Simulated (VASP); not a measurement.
Write the native input for VASP 6.6.1 that does the following.

| Quantity | Value |
| --- | --- |
| Task | single point |
| Functional | PBE |
| Potentials or basis | VASP PAW PBE potentials, release 64 (Hg) |
| Cutoff | 520 eV |
| k mesh | 6 × 6 × 2 |
| Occupations | gaussian, width 0.1 eV |
| Spin | no spin polarisation |
| Dipole correction | no |
| Further INCAR settings | ALGO = Normal; EDIFF = 1e-06; NBANDS = 25 |

The structure of Hg lies in POSCAR:

```
Hg
1.0
    3.3205578694      0.0000000000      0.0000000000
   -1.4721436807      3.0761348998      0.0000000000
   -0.9583293978     -1.3972993748      8.1206091033
Hg
3
Direct
    0.5860701200      0.7414222900      0.3352578100
    0.4139298800      0.2585777100      0.6647421900
    0.0000000000      0.0000000000      0.0000000000
```

These files were run (other wordings do the same):

INCAR

```
SYSTEM = Hg
PREC = Accurate
ENCUT = 520
EDIFF = 1E-6
ISMEAR = 0
SIGMA = 0.1
LREAL = .FALSE.
LASPH = .TRUE.
NELM = 100
ALGO = Normal
ISIF = 2
LWAVE = .FALSE.
LCHARG = .FALSE.
GGA = PE
NBANDS = 25
```

KPOINTS

```
Automatic mesh
0
G
  6 6 2
  0 0 0
```

Potentials or basis: VASP PAW PBE potentials, release 64 (Hg).

Run with:

```console
$ cat potpaw_PBE.64/Hg/POTCAR > POTCAR
$ mpirun -np 1 vasp_std > vasp.out
```

Results of the run:

```json
{
 "Pressure": "0.6 GPa",
 "Largest force": "0.060 eV/Å",
 "Band gap on the k mesh": "none (metal or under the smearing width)"
}
```

Caveat: the k mesh is coarse (spacing up to 0.39 Å⁻¹), so the values aren't converged.

Run time: 52 s on 1 thread of Intel(R) Xeon(R) Platinum 8259CL CPU @ 2.50GHz (Skylake/Cascade Lake), on a shared host, peak memory 0.24 GiB.
